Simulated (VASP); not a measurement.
# GaP (F-43m) in VASP: notebook

Aim: see how the results for GaP move with the level of theory and the settings. Levels: PBE, HSEsol. Tasks: single point, relaxation of cell and atoms.

Everything below comes from runs of VASP 6.6.1. Logs are shortened: lines on timing, memory, paths and dates and some standing lists are left out, and cuts for length are marked.

**Experimental background.**

“Stacking defects in GaP nanowires: Electronic structure and optical properties”, 2018, arxiv:1810.01194 quotes, for a bulk crystal of GaP at 10 K: band gap 2.34 eV (indirect).

The runs below are set against these values where they give the same quantity.

### 1 The structure

It takes space group F-43m (No. 216, cubic). Conventional cell: a = 5.451 Å, b = 5.451 Å, c = 5.451 Å, α = 90.00°, β = 90.00°, γ = 90.00°. Ga (site symmetry -43m) has 4 P at 2.36 Å as nearest neighbours. P (site symmetry -43m) has 4 Ga at 2.36 Å as nearest neighbours.

### 2 Single point, PBE

The input, INCAR:

```
PREC = Accurate
ENCUT = 520
EDIFF = 1E-6
ISMEAR = 0
SIGMA = 0.019000000000000003
LREAL = F
LASPH = T
NELM = 60
ALGO = Fast
ISIF = 2
LWAVE = F
LCHARG = T
GGA = PE
LELF = T
LVHAR = T
NBANDS = 16
```

The input, KPOINTS:

```
regular mesh
0
Gamma
  8 8 8
```

The input, POSCAR:

```
GaP
1.0
    0.0000000000      2.7252500000      2.7252500000
    2.7252500000      0.0000000000      2.7252500000
    2.7252500000      2.7252500000      0.0000000000
Ga P
1 1
Direct
    0.0000000000      0.0000000000      0.0000000000
    0.7500000000      0.7500000000      0.7500000000
```

Potentials or basis: VASP PAW PBE potentials, release 64 (Ga_d, P).

Run with:

```
> cat potpaw_PBE.64/Ga_d/POTCAR potpaw_PBE.64/P/POTCAR > POTCAR
> mpirun -np 1 vasp_std > vasp.out
```

OUTCAR:

```text
PREC = Accurate
   ENCUT = 520
   EDIFF = 1E-6
   ISMEAR = 0
   LREAL = F
   LASPH = T
   NELM = 60
   ISIF = 2
   GGA = PE

 ion  position               nearest neighbor table
   1  0.000  0.000  0.000-   2 2.36   2 2.36   2 2.36   2 2.36
   2  0.750  0.750  0.750-   1 2.36   1 2.36   1 2.36   1 2.36

  LATTYP: Found a face centered cubic cell.
 ALAT       =     5.4505000000

  Lattice vectors:

 A1 = (   0.0000000000,   2.7252500000,   2.7252500000)
 A2 = (   2.7252500000,   0.0000000000,   2.7252500000)
 A3 = (   2.7252500000,   2.7252500000,   0.0000000000)

Analysis of symmetry for initial positions (statically):
=====================================================================
 Subroutine PRICEL returns:
 Original cell was already a primitive cell.

 Routine SETGRP: Setting up the symmetry group for a
 face centered cubic supercell.

 Subroutine GETGRP returns: Found 24 space group operations
 (whereof 24 operations were pure point group operations)
 out of a pool of 48 trial point group operations.

The static configuration has the point symmetry T_d .

Analysis of symmetry for dynamics (positions and initial velocities):
=====================================================================
 Subroutine PRICEL returns:
 Original cell was already a primitive cell.

 Routine SETGRP: Setting up the symmetry group for a
 face centered cubic supercell.

 Subroutine GETGRP returns: Found 24 space group operations
 (whereof 24 operations were pure point group operations)
 out of a pool of 48 trial point group operations.

The dynamic configuration has the point symmetry T_d .

 Subroutine INISYM returns: Found 24 space group operations
 (whereof 24 operations are pure point group operations),
 and found     1 'primitive' translations

----------------------------------------------------------------------------------------

                                     Primitive cell

  volume of cell :      40.4808

  direct lattice vectors                    reciprocal lattice vectors
     0.000000000  2.725250000  2.725250000    -0.183469406  0.183469406  0.183469406
     2.725250000  0.000000000  2.725250000     0.183469406 -0.183469406  0.183469406
     2.725250000  2.725250000  0.000000000     0.183469406  0.183469406 -0.183469406

  length of vectors
     3.854085511  3.854085511  3.854085511     0.317778334  0.317778334  0.317778334

  position of ions in fractional coordinates (direct lattice)
     0.000000000  0.000000000  0.000000000
     0.750000000  0.750000000  0.750000000

  ion indices of the primitive-cell ions
   primitive index   ion index
                 1           1
                 2           2

----------------------------------------------------------------------------------------

 KPOINTS: regular mesh

Automatic generation of k-mesh.
 Grid dimensions read from file:
 generate k-points for:    8    8    8

 Generating k-lattice:

  Cartesian coordinates                     Fractional coordinates (reciprocal lattice)
    -0.022933676  0.022933676  0.022933676     0.125000000  0.000000000  0.000000000
     0.022933676 -0.022933676  0.022933676     0.000000000  0.125000000  0.000000000
     0.022933676  0.022933676 -0.022933676     0.000000000  0.000000000  0.125000000

  Length of vectors
     0.039722292  0.039722292  0.039722292

  Shift w.r.t. Gamma in fractional coordinates (k-lattice)
     0.000000000  0.000000000  0.000000000

 Subroutine IBZKPT returns following result:
 ===========================================

 Found     29 irreducible k-points:

 Following reciprocal coordinates:
            Coordinates               Weight
  0.000000  0.000000  0.000000      1.000000
  0.125000  0.000000  0.000000      8.000000
  0.250000  0.000000  0.000000      8.000000
  0.375000  0.000000  0.000000      8.000000
  0.500000  0.000000  0.000000      4.000000
  0.125000  0.125000  0.000000      6.000000
[... 16 lines left out ...]
  0.500000  0.250000  0.125000     48.000000
 -0.375000  0.250000  0.125000     24.000000
 [... further k-points ...]
   k-points           NKPTS =     29   k-points in BZ     NKDIM =     29   number of bands    NBANDS=     16
   number of dos      NEDOS =    301   number of ions     NIONS =      2
   total plane-waves  NPLWV =  27000
   dimension x,y,z NGX =    30 NGY =   30 NGZ =   30
   dimension x,y,z NGXF=    60 NGYF=   60 NGZF=   60
   ions per type =               1   1
   NGX,Y,Z   is equivalent  to a cutoff of  12.94, 12.94, 12.94 a.u.
   NGXF,Y,Z  is equivalent  to a cutoff of  25.88, 25.88, 25.88 a.u.
 SYSTEM =  unknown system
   PREC   = accura    normal or accurate (medium, high low for compatibility)
   ISTART =      0    job   : 0-new  1-cont  2-samecut
   ICHARG =      2    charge: 1-file 2-atom 10-const
   ISPIN  =      1    spin polarized calculation?
   LNONCOLLINEAR =      F non collinear calculations
   LSORBIT =      F    spin-orbit coupling
   LASPH  =      T    aspherical Exc in radial PAW
   ENCUT  =  520.0 eV  38.22 Ry    6.18 a.u.   7.17  7.17  7.17*2*pi/ulx,y,z
   NELM   =     60;   NELMIN=  2; NELMDL= -5     # of ELM steps
   EDIFF  = 0.1E-05   stopping-criterion for ELM
   LREAL  =      F    real-space projection
   EDIFFG = 0.1E-04   stopping-criterion for IOM
   NSW    =      0    number of steps for IOM
   IBRION =     -1    ionic relax: 0-MD 1-quasi-New 2-CG
   NFREE  =      0    steps in history (QN), initial steepest desc. (CG)
   ISIF   =      2    stress and relaxation
   ISYM   =      2    0-nonsym 1-usesym 2-fastsym
   POTIM  = 0.5000    time-step for ionic-motion
   TEBEG  =    0.0;   TEEND  =   0.0 temperature during run
   PSTRESS=    0.0 pullay stress
   NELECT =      18.0000    total number of electrons
   NUPDOWN=      -1.0000    fix difference up-down
   EMIN   =  10.00;   EMAX   =-10.00  energy-range for DOS
   EFERMI =   0.00;   METHOD = LEGACY
   ISMEAR =     0;   SIGMA  =   0.02  broadening in eV -4-tet -1-fermi 0-gaus
   EFERMI_NEDOS =   21; number of points for ismear=-14 and -15
   IALGO  =     68    algorithm
   IMIX   =      4    mixing-type and parameters
     AMIX     =   0.40;   BMIX     =  1.00
     AMIX_MAG =   1.60;   BMIX_MAG =  1.00
  volume/ion in A,a.u.               =      20.24       136.59
  Fermi-wavevector in a.u.,A,eV,Ry     =   1.249538  2.361284 21.243377  1.561344
  Thomas-Fermi vector in A             =   2.383574
   LORBIT       =      0    0 simple, 1 ext, 2 COOP (PROOUT), +10 PAW based schemes
   GGA     = PE    functional components
   LHFCALC =     F    Hartree Fock is set to
   AEXX    =    0.0000 exact exchange contribution
   IVDW    =     0    specifies the selected vdW correction
   LEPSILON=     F    determine dielectric tensor
   LRPA    =     F    only Hartree local field effects (RPA)
 non-spin polarized calculation
 RMM-DIIS sequential band-by-band and
 Gauss-broadening in eV      SIGMA  =   0.02
  energy-cutoff  :      520.00
  volume of cell :       40.48
 maximum number of plane-waves:      1106
 NGX is ok and might be reduce to    30
   NGX = 15   NGY = 15   NGZ = 15

 number of electron      17.9999989 magnetization

 Free energy of the ion-electron system (eV)
  ---------------------------------------------------
  ext. energy  EPLUGINS =         0.00000000
  ---------------------------------------------------
  free energy    TOTEN  =        -9.11612147 eV

  energy without entropy =       -9.11612147  energy(sigma->0) =       -9.11612147

 E-fermi :   4.7830     XC(G=0):  -9.8326

 val. band max:        4.6528797935   @ k =   0.0000   0.0000   0.0000
 cond. band min:       6.2944778925   @ k =   0.3750   0.3750   0.0000
 fundamental gap:      1.6415980990
 Fermi energy:         4.7829719042

 k-point     1 :       0.0000    0.0000    0.0000
  band No.  band energies     occupation
      1      -9.8984      2.00000
      2      -9.8984      2.00000
      3      -9.8984      2.00000
      4      -9.7987      2.00000
      5      -9.7987      2.00000
      6      -7.8390      2.00000
[... 8 lines left out ...]
     15      14.4400      0.00000
     16      14.4400      0.00000

 k-point     2 :       0.1250    0.0000    0.0000
  band No.  band energies     occupation
      1      -9.9121      2.00000
      2      -9.8937      2.00000
      3      -9.8937      2.00000
      4      -9.7987      2.00000
      5      -9.7987      2.00000
      6      -7.6365      2.00000
[... 8 lines left out ...]
     15      13.8174      0.00000
     16      14.3554      0.00000

 k-point     3 :       0.2500    0.0000    0.0000
  band No.  band energies     occupation
      1      -9.9422      2.00000
      2      -9.8836      2.00000
      3      -9.8836      2.00000
      4      -9.7974      2.00000
      5      -9.7974      2.00000
      6      -7.0630      2.00000
[... 8 lines left out ...]
     15      13.6348      0.00000
     16      14.5820      0.00000

 k-point     4 :       0.3750    0.0000    0.0000
  band No.  band energies     occupation
      1      -9.9694      2.00000
      2      -9.8760      2.00000
      3      -9.8760      2.00000
      4      -9.7937      2.00000
      5      -9.7937      2.00000
      6      -6.2631      2.00000
[... 8 lines left out ...]
     15      14.8320      0.00000
     16      14.8320      0.00000

 k-point     5 :       0.5000    0.0000    0.0000
  band No.  band energies     occupation
      1      -9.9799      2.00000
      2      -9.8736      2.00000
      3      -9.8736      2.00000
      4      -9.7913      2.00000
      5      -9.7913      2.00000
      6      -5.7729      2.00000
[... 8 lines left out ...]
     15      16.3402      0.00000
     16      16.3404      0.00000

 k-point     6 :       0.1250    0.1250    0.0000
  band No.  band energies     occupation
      1      -9.9209      2.00000
      2      -9.8892      2.00000
      3      -9.8892      2.00000
      4      -9.8028      2.00000
      5      -9.7955      2.00000
      6      -7.5694      2.00000
[... 8 lines left out ...]
     15      14.6844      0.00000
     16      14.7223      0.00000

 k-point     7 :       0.2500    0.1250    0.0000
  band No.  band energies     occupation
      1      -9.9446      2.00000
      2      -9.8807      2.00000
      3      -9.8787      2.00000
      4      -9.8058      2.00000
      5      -9.7925      2.00000
      6      -7.1184      2.00000
[... 8 lines left out ...]
     15      14.6802      0.00000
     16      15.7917      0.00000

 k-point     8 :       0.3750    0.1250    0.0000
  band No.  band energies     occupation
      1      -9.9683      2.00000
      2      -9.8741      2.00000
      3      -9.8700      2.00000
      4      -9.8041      2.00000
      5      -9.7897      2.00000
      6      -6.3758      2.00000
[... 8 lines left out ...]
     15      15.5014      0.00000
     16      15.5404      0.00000

 k-point     9 :       0.5000    0.1250    0.0000
  band No.  band energies     occupation
      1      -9.9812      2.00000
      2      -9.8712      2.00000
      3      -9.8670      2.00000
      4      -9.7981      2.00000
      5      -9.7900      2.00000
      6      -5.6940      2.00000
[... 8 lines left out ...]
     15      16.3427      0.00000
     16      16.6121      0.00000
[... 172 lines left out ...]
 k-point    19 :       0.5000    0.3750    0.0000
  band No.  band energies     occupation
      1     -10.0080      2.00000
      2      -9.8427      2.00000
      3      -9.8381      2.00000
      4      -9.8272      2.00000
      5      -9.7801      2.00000
      6      -5.0897      2.00000
[... 8 lines left out ...]
     15      16.6705      0.00000
     16      17.8828      0.00000

 k-point    20 :      -0.3750    0.3750    0.0000
  band No.  band energies     occupation
      1     -10.0001      2.00000
      2      -9.8525      2.00000
      3      -9.8421      2.00000
      4      -9.8178      2.00000
      5      -9.7864      2.00000
      6      -4.9091      2.00000
[... 8 lines left out ...]
     15      15.0649      0.00000
     16      19.3540      0.00000

 k-point    21 :       0.5000    0.5000    0.0000
  band No.  band energies     occupation
      1     -10.0160      2.00000
      2      -9.8344      2.00000
      3      -9.8331      2.00000
      4      -9.8331      2.00000
      5      -9.7769      2.00000
      6      -4.8735      2.00000
[... 8 lines left out ...]
     15      17.0975      0.00000
     16      17.6515      0.00000

 k-point    22 :       0.3750    0.2500    0.1250
  band No.  band energies     occupation
      1      -9.9654      2.00000
      2      -9.8717      2.00000
      3      -9.8677      2.00000
      4      -9.8094      2.00000
      5      -9.7896      2.00000
      6      -6.5752      2.00000
[... 8 lines left out ...]
     15      15.7745      0.00000
     16      17.0766      0.00000

 k-point    23 :       0.5000    0.2500    0.1250
  band No.  band energies     occupation
      1      -9.9808      2.00000
      2      -9.8680      2.00000
      3      -9.8586      2.00000
      4      -9.8073      2.00000
      5      -9.7897      2.00000
      6      -5.8217      2.00000
[... 8 lines left out ...]
     15      16.1970      0.00000
     16      17.4969      0.00000

 k-point    24 :      -0.3750    0.2500    0.1250
  band No.  band energies     occupation
      1      -9.9865      2.00000
      2      -9.8675      2.00000
      3      -9.8554      2.00000
      4      -9.8038      2.00000
      5      -9.7913      2.00000
      6      -5.3670      2.00000
[... 8 lines left out ...]
     15      16.6585      0.00000
     16      17.1628      0.00000

 [... further k-points ...]
[... 5 lines left out ...]
  --------------------------------------------------------------------------------------
  -------------------------------------------------------------------------------------
  Total        0.6117108      0.6117108      0.6117108      0.0000000      0.0000000     -0.0000000
  in kB       24.2107210     24.2107210     24.2107210      0.0000000      0.0000000     -0.0000000
  external PRESSURE =      24.2107210 kB  Pullay stress =       0.0000000 kB

 VOLUME and BASIS-vectors are now :
 -----------------------------------------------------------------------------
  energy-cutoff  :      520.00
  volume of cell :       40.48
      direct lattice vectors                 reciprocal lattice vectors
     0.000000000  2.725250000  2.725250000    -0.183469406  0.183469406  0.183469406
     2.725250000  0.000000000  2.725250000     0.183469406 -0.183469406  0.183469406
     2.725250000  2.725250000  0.000000000     0.183469406  0.183469406 -0.183469406

 POSITION                                       TOTAL-FORCE (eV/Angst)
 -----------------------------------------------------------------------------------
      0.00000      0.00000      0.00000        -0.000000     -0.000000     -0.000000
      4.08788      4.08788      4.08788         0.000000      0.000000      0.000000
 -----------------------------------------------------------------------------------
    total drift:                               -0.000002     -0.000002     -0.000002

  FREE ENERGIE OF THE ION-ELECTRON SYSTEM (eV)
  ---------------------------------------------------
  free  energy   TOTEN  =        -9.1161214657 eV

  energy  without entropy=       -9.1161214657  energy(sigma->0) =       -9.11612147
```

Wall time 16 s (1 thread of Intel Xeon Platinum 8488C (Sapphire Rapids), shared host); peak memory 0.17 GiB.

What came out:

```yaml
Free_energy: -9.1161 eV
Pressure: 2.4 GPa
Band_gap_on_the_k_mesh: 1.64 eV, indirect (least direct gap 1.83 eV)
```

### 3 Relaxation of cell and atoms, HSEsol

POSCAR is that of step 2.

The input, INCAR.step1:

```
  ALGO = Normal
  EDIFF = 1E-5
  ENCUT = 600
  GGA = PE
  ISMEAR = -1
  LASPH = T
  LCHARG = F
  LREAL = F
  LWAVE = T
  NELM = 100
  PREC = Accurate
  SIGMA = 0.05
```

The input, INCAR.step2:

```
  ALGO = Normal
  EDIFF = 1E-7
  EDIFFG = -0.01
  ENCUT = 600
  GGA = PS
  HFSCREEN = 0.2
  IBRION = 2
  ISIF = 3
  ISMEAR = -1
  ISTART = 1
  LASPH = T
  LCHARG = F
  LHFCALC = T
  LREAL = F
  LWAVE = F
  NELM = 100
  NSW = 40
  PREC = Accurate
  PRECFOCK = Fast
  SIGMA = 0.05
```

The input, KPOINTS:

```
k-points
0
Gamma
  4 4 4
```

Potentials or basis: VASP PAW PBE potentials, release 64 (Ga_d, P).

Run with:

```
> cat potpaw_PBE.64/Ga_d/POTCAR potpaw_PBE.64/P/POTCAR > POTCAR
> cp INCAR.step1 INCAR
> mpirun -np 1 vasp_std > vasp.out
> cp INCAR.step2 INCAR
> mpirun -np 1 vasp_std > vasp.out
```

Wall time 6.9 min (1 thread of Intel Xeon Platinum 8488C (Sapphire Rapids), shared host); peak memory 0.29 GiB.

Results (log left out):

```yaml
Free_energy: -11.2274 eV
Relaxed_volume: 19.96 Å³/atom
Relaxed_cell: a = 3.836 Å, b = 3.836 Å, c = 3.836 Å, α = 60.00°, β = 60.00°, γ = 60.00°
Space_group_after_relaxing_to_0.05_Å: F-43m (No. 216)
Energy_gained_by_relaxing: 1.1 meV/atom
Ionic_steps: 3
Pressure_after_relaxing: 0.0 GPa
Band_gap_on_the_k_mesh: 2.19 eV, indirect (least direct gap 2.89 eV)
```

The path:
| step | energy change (eV) | largest force (eV/Å) | pressure (GPa) | volume (Å³) |
| --- | --- | --- | --- | --- |
| 1 | 0.0000 | 0.0000 | -1.23 | 40.48 |
| 2 | -0.0012 | 0.0000 | 0.87 | 39.58 |
| 3 | -0.0022 | 0.0000 | -0.01 | 39.93 |

Final structure:
```yaml
crystal:
  lattice:
    - [0.00000, 2.71280, 2.71280]
    - [2.71280, 0.00000, 2.71280]
    - [2.71280, 2.71280, 0.00000]
  atoms:
    - { symbol: Ga, position: [0.00000, 0.00000, 0.00000] }
    - { symbol: P, position: [0.75000, 0.75000, 0.75000] }
```

Levels at points of the mesh, in eV from the valence-band top:
```tsv
k point	band 6	band 7	band 8	band 9	band 10	band 11	band 12	band 13
(0.00, 0.00, 0.00)	-13.91	0.00	0.00	0.00	2.89	4.74	4.74	4.74
(0.50, 0.00, 0.00)	-11.61	-7.37	-1.24	-1.24	2.52	5.59	5.59	9.16
(0.50, 0.50, 0.00)	-10.60	-7.45	-3.00	-3.00	2.19	2.50	12.15	12.15
```

Caveat: the k mesh is coarse (spacing up to 0.50 Å⁻¹), so the values aren't converged, least of all with exact exchange; the PAW data sets were made with another functional, which shifts forces and pressure a little. A k mesh can miss the band edges.

### 4 The reference run

An earlier run on the cell as given: functional PBE; potentials or basis VASP PAW PBE potentials, release 64 (Ga_d, P); cutoff 520 eV; k mesh 8 × 8 × 8; occupations fermi-dirac, width 0.05 eV; no spin polarisation.

- Pressure: 2.5 GPa
- Band gap on the k mesh: 1.64 eV, indirect (least direct gap 1.83 eV)

### 5 Summary

```tsv
task	level	cell	k mesh	cutoff (eV)	smearing	grid for exact exchange (PRECFOCK)	mesh quality	gap on the mesh (eV)	pressure (GPa)
single point	PBE	as given	8 × 8 × 8	520	gaussian 0.019 eV	-	not flagged	1.64	2.4
relaxation of cell and atoms	HSEsol	relaxed	4 × 4 × 4	600	fermi-dirac 0.05 eV	Fast	coarse	2.19	0.0
single point	PBE	as given	8 × 8 × 8	520	fermi-dirac 0.05 eV	-	not flagged	1.64	2.5
```

Alike in all rows: potentials or basis VASP PAW PBE potentials, release 64 (Ga_d, P); no spin polarisation.

Caveats: some runs use coarse meshes; the PAW data sets were made with another functional, which shifts forces and pressure a little (some runs).

Total energies depend on the potentials used, so only differences within one code and one set of settings carry meaning.

### 6 Comparison with measurements

Step 2. A measured gap of GaP is 2.34 eV (indirect; 10 K; quoted in “Stacking defects in GaP nanowires: Electronic structure and optical properties”, 2018, arxiv:1810.01194); the calculated 1.64 eV misses it by -0.70 eV. Spin-orbit coupling on Ga is left out. The value is that of PBE on a finite k mesh, which can miss the band edges, without temperature or zero-point motion. Semilocal functionals fall short of measured gaps as a rule.
